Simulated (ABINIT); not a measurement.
# Pb (Fm-3m) in ABINIT: a series of runs

One crystal, Pb, is run at these levels: PW91, rPW86PBE, PBEsol, r2SCAN; tasks: equation of state, band structure.

Program: ABINIT 10.8.3 (patched build). These are calculated values, not measurements. Logs are shortened: lines on timing, memory, paths and dates and some standing lists are left out, and cuts for length are marked. The log counts tension as positive stress, the text compression.

**1. The crystal as given**

The structure is cubic, space group Fm-3m (No. 225). The conventional cell has a = 4.950 Å, b = 4.950 Å, c = 4.950 Å, α = 90.00°, β = 90.00°, γ = 90.00°. Pb (site symmetry m-3m) has 12 Pb at 3.50 Å as nearest neighbours.

**2. Equation of state, PW91**

run.abi reads:

```
# Datasets: one volume each
ndtset 7
getwfk -1
scalecart1 3*0.9795861087
scalecart2 3*0.9864848297
scalecart3 3*0.9932883884
scalecart4 3*1.0000000000
scalecart5 3*1.0066227096
scalecart6 3*1.0131594038
scalecart7 3*1.0196128224

# Pseudopotentials
pp_dirpath "./"
pseudos "Pb.GGA_PBE-JTH_sp.xml"

# Structure
acell 6.6144323282 6.6144323282 6.6144323282
rprim
     0.0000000000     0.7071067812     0.7071067812
     0.7071067812     0.0000000000     0.7071067812
     0.7071067812     0.7071067812     0.0000000000
ntypat 1
znucl 82
natom 1
typat 1
xred
     0.0000000000     0.0000000000     0.0000000000

# Plane-wave basis
ecut 15.0
pawecutdg 30.0

# k points
kptopt 1
ngkpt 9 9 9
nshiftk 1
shiftk 0.0 0.0 0.0

# Exchange and correlation
ixc -109134

# Bands and occupations
nband 6
occopt 3
tsmear 0.05 eV

# SCF cycle
nstep 100
tolvrs 1.0e-9

# Output
iomode 3
prtwf 1
prtden 0
prteig 0
prtebands 0
enunit 2
```

Potentials or basis: JTH PAW PBE v2.0 sp.

Started as:

```sh
abinit run.abi > log 2>&1
```

run.abo:

```text
.Version 10.8.3 of ABINIT
 DATASET    1 : space group Fm -3 m (#225); Bravais cF (face-center cubic)
================================================================================
 Values of the parameters that define the memory need for DATASET  1.
     intxc =       0    ionmov =       0      iscf =      17    lmnmax =      13
     lnmax =       5     mgfft =      24  mpssoang =       3    mqgrid =    3001
     natom =       1  nloc_mem =       2    nspden =       1   nspinor =       1
    nsppol =       1      nsym =      48    n1xccc =       1    ntypat =       1
    occopt =       3   xclevel =       2
       mpw =         543          nfft =       13824          nkpt =          35
 PAW method is used; the additional fine FFT grid is defined by:
   mgfftf=        32    nfftf =     32768
================================================================================
================================================================================
[... 71 lines left out ...]
 DATASET    7 : space group Fm -3 m (#225); Bravais cF (face-center cubic)
================================================================================
 Values of the parameters that define the memory need for DATASET  7.
     intxc =       0    ionmov =       0      iscf =      17    lmnmax =      13
     lnmax =       5     mgfft =      24  mpssoang =       3    mqgrid =    3001
     natom =       1  nloc_mem =       2    nspden =       1   nspinor =       1
    nsppol =       1      nsym =      48    n1xccc =       1    ntypat =       1
    occopt =       3   xclevel =       2
       mpw =         612          nfft =       13824          nkpt =          35
 PAW method is used; the additional fine FFT grid is defined by:
   mgfftf=        36    nfftf =     46656
================================================================================
================================================================================

--------------------------------------------------------------------------------
------------- Echo of variables that govern the present computation ------------
--------------------------------------------------------------------------------
 -outvars: echo values of preprocessed input variables --------
            acell      6.6144323282E+00  6.6144323282E+00  6.6144323282E+00 Bohr
              amu      2.07200000E+02
             ecut      1.50000000E+01 Hartree
           enunit           2
           getwfk          -1
              ixc     -109134
           jdtset        1    2    3    4    5    6    7
         kptrlatt        9    0    0      0    9    0      0    0    9
          kptrlen1     5.83146542E+01
          kptrlen2     5.87253343E+01
          kptrlen3     5.91303494E+01
          kptrlen4     5.95298910E+01
          kptrlen5     5.99241401E+01
          kptrlen6     6.03132688E+01
          kptrlen7     6.06974401E+01
            natom           1
            nband           6
           ndtset           7
            ngfft          24      24      24
          ngfftdg1         32      32      32
          ngfftdg2         36      36      36
          ngfftdg3         36      36      36
          ngfftdg4         36      36      36
          ngfftdg5         36      36      36
          ngfftdg6         36      36      36
          ngfftdg7         36      36      36
             nkpt          35
            nstep         100
             nsym          48
           ntypat           1
           occopt           3
        pawecutdg      3.00000000E+01 Hartree
         pawxcdev           0
           prtden           0
        prtebands           0
           prteig           0
            rprim1     0.0000000000E+00  6.9267198023E-01  6.9267198023E-01
                       6.9267198023E-01  0.0000000000E+00  6.9267198023E-01
                       6.9267198023E-01  6.9267198023E-01  0.0000000000E+00
            rprim2     0.0000000000E+00  6.9755011263E-01  6.9755011263E-01
                       6.9755011263E-01  0.0000000000E+00  6.9755011263E-01
                       6.9755011263E-01  6.9755011263E-01  0.0000000000E+00
            rprim3     0.0000000000E+00  7.0236095512E-01  7.0236095512E-01
                       7.0236095512E-01  0.0000000000E+00  7.0236095512E-01
                       7.0236095512E-01  7.0236095512E-01  0.0000000000E+00
            rprim4     0.0000000000E+00  7.0710678120E-01  7.0710678120E-01
                       7.0710678120E-01  0.0000000000E+00  7.0710678120E-01
                       7.0710678120E-01  7.0710678120E-01  0.0000000000E+00
            rprim5     0.0000000000E+00  7.1178974407E-01  7.1178974407E-01
                       7.1178974407E-01  0.0000000000E+00  7.1178974407E-01
                       7.1178974407E-01  7.1178974407E-01  0.0000000000E+00
            rprim6     0.0000000000E+00  7.1641188486E-01  7.1641188486E-01
                       7.1641188486E-01  0.0000000000E+00  7.1641188486E-01
                       7.1641188486E-01  7.1641188486E-01  0.0000000000E+00
            rprim7     0.0000000000E+00  7.2097514092E-01  7.2097514092E-01
                       7.2097514092E-01  0.0000000000E+00  7.2097514092E-01
                       7.2097514092E-01  7.2097514092E-01  0.0000000000E+00
          spgroup         225
           tolvrs      1.00000000E-09
           tsmear      1.83746611E-03 Hartree
            typat      1
           useylm           1
            znucl       82.00000

================================================================================

 chkinp: Checking input parameters for consistency, jdtset=   1.

 chkinp: Checking input parameters for consistency, jdtset=   2.
[... 36 lines left out ...]
 getcut: wavevector=  0.0000  0.0000  0.0000  ngfft=  32  32  32
         ecut(hartree)=     30.000   => boxcut(ratio)=   2.00304

--- Pseudopotential description ------------------------------------------------
- pspini: atom type   1  psp file is ./Pb.GGA_PBE-JTH_sp.xml
 Pseudopotential format is: paw10
 basis_size (lnmax)=  5 (lmn_size= 13), orbitals=   0   0   1   1   2
 Spheres core radius: rc_sph= 2.91365156
 Shapefunction is SIN type: shapef(r)=[sin(pi*r/rshp)/(pi*r/rshp)]**2
 Radius for shape functions =  2.21205640
 Compensation charge density is not taken into account in XC energy/potential

   1.63392731E+02                                ecore*ucvol(ha*bohr**3)
--------------------------------------------------------------------------------

[... 169 lines left out ...]
 getcut: wavevector=  0.0000  0.0000  0.0000  ngfft=  36  36  36
         ecut(hartree)=     30.000   => boxcut(ratio)=   2.23766

 getcut : COMMENT -
  Note that boxcut > 2.2 ; recall that boxcut=Gcut(box)/Gcut(sphere) = 2
  is sufficient for exact treatment of convolution.
  Such a large boxcut is a waste : you could raise ecut
  e.g. ecut=   37.553358 Hartrees makes boxcut=2

--------------------------------------------------------------------------------

-inwffil : will read wavefunctions from disk file runo_DS1_WFK.nc

================================================================================
[... 168 lines left out ...]
 getcut: wavevector=  0.0000  0.0000  0.0000  ngfft=  36  36  36
         ecut(hartree)=     30.000   => boxcut(ratio)=   2.22233

 getcut : COMMENT -
  Note that boxcut > 2.2 ; recall that boxcut=Gcut(box)/Gcut(sphere) = 2
  is sufficient for exact treatment of convolution.
  Such a large boxcut is a waste : you could raise ecut
  e.g. ecut=   37.040675 Hartrees makes boxcut=2

--------------------------------------------------------------------------------

-inwffil : will read wavefunctions from disk file runo_DS2_WFK.nc

================================================================================
[... 168 lines left out ...]
 getcut: wavevector=  0.0000  0.0000  0.0000  ngfft=  36  36  36
         ecut(hartree)=     30.000   => boxcut(ratio)=   2.20742

 getcut : COMMENT -
  Note that boxcut > 2.2 ; recall that boxcut=Gcut(box)/Gcut(sphere) = 2
  is sufficient for exact treatment of convolution.
  Such a large boxcut is a waste : you could raise ecut
  e.g. ecut=   36.545138 Hartrees makes boxcut=2

--------------------------------------------------------------------------------

-inwffil : will read wavefunctions from disk file runo_DS3_WFK.nc

================================================================================
[... 661 lines left out ...]
-Cartesian components of stress tensor (GPa)         [Pressure= -4.1186E-01 GPa]
- sigma(1 1)=  4.11862742E-01  sigma(3 2)=  0.00000000E+00
- sigma(2 2)=  4.11862742E-01  sigma(3 1)=  0.00000000E+00
- sigma(3 3)=  4.11862742E-01  sigma(2 1)=  0.00000000E+00

== END DATASET(S) ==============================================================
================================================================================

 -outvars: echo values of variables after computation  --------
            acell      6.6144323282E+00  6.6144323282E+00  6.6144323282E+00 Bohr
           etotal1    -3.7083119741E+00
           etotal2    -3.7090617871E+00
           etotal3    -3.7096228991E+00
           etotal4    -3.7100154052E+00
           etotal5    -3.7102592567E+00
           etotal6    -3.7103726316E+00
           etotal7    -3.7103697754E+00
            fcart1    -0.0000000000E+00 -0.0000000000E+00 -0.0000000000E+00
            fcart2    -0.0000000000E+00 -0.0000000000E+00 -0.0000000000E+00
            fcart3    -0.0000000000E+00 -0.0000000000E+00 -0.0000000000E+00
            fcart4    -0.0000000000E+00 -0.0000000000E+00 -0.0000000000E+00
            fcart5    -0.0000000000E+00 -0.0000000000E+00 -0.0000000000E+00
            fcart6    -0.0000000000E+00 -0.0000000000E+00 -0.0000000000E+00
            fcart7    -0.0000000000E+00 -0.0000000000E+00 -0.0000000000E+00
            rprim1     0.0000000000E+00  6.9267198023E-01  6.9267198023E-01
                       6.9267198023E-01  0.0000000000E+00  6.9267198023E-01
                       6.9267198023E-01  6.9267198023E-01  0.0000000000E+00
[... 17 lines left out ...]
                       7.2097514092E-01  7.2097514092E-01  0.0000000000E+00
           strten1    -2.0824387470E-04 -2.0824387470E-04 -2.0824387470E-04
                       0.0000000000E+00  0.0000000000E+00  0.0000000000E+00
           strten2    -1.5926964848E-04 -1.5926964848E-04 -1.5926964848E-04
                       0.0000000000E+00  0.0000000000E+00  0.0000000000E+00
           strten3    -1.1555222483E-04 -1.1555222483E-04 -1.1555222483E-04
                       0.0000000000E+00  0.0000000000E+00  0.0000000000E+00
           strten4    -7.6843524745E-05 -7.6843524745E-05 -7.6843524745E-05
                       0.0000000000E+00  0.0000000000E+00  0.0000000000E+00
           strten5    -4.2864594600E-05 -4.2864594600E-05 -4.2864594600E-05
                       0.0000000000E+00  0.0000000000E+00  0.0000000000E+00
           strten6    -1.2891836379E-05 -1.2891836379E-05 -1.2891836379E-05
                       0.0000000000E+00  0.0000000000E+00  0.0000000000E+00
           strten7     1.3998930058E-05  1.3998930058E-05  1.3998930058E-05
                       0.0000000000E+00  0.0000000000E+00  0.0000000000E+00
 Calculation completed.
```

Wall time 38 s (1 thread of Arm Neoverse V1, shared host); peak memory 0.13 GiB.

What came out:

```
Equilibrium volume                      : 31.82 Å³/atom
Bulk modulus                            : 41 GPa
Pressure derivative of the bulk modulus : 5.5
```

Energy against volume, from the lowest point:
| volume (Å³/atom) | energy (meV/atom) |
| --- | --- |
| 28.503 | 56.07 |
| 29.110 | 35.67 |
| 29.716 | 20.40 |
| 30.323 | 9.72 |
| 30.929 | 3.09 |
| 31.535 | 0.00 |
| 32.142 | 0.08 |

Caveat: pressures at fixed basis lie under the slope of the energies; the PAW data sets were made with another functional, which shifts forces and pressure a little; this set keeps more shells in the core, which shifts pressures and gaps. Spin-orbit coupling is left out, which matters for the levels of Pb.

(Continued in part 2 of 2.)
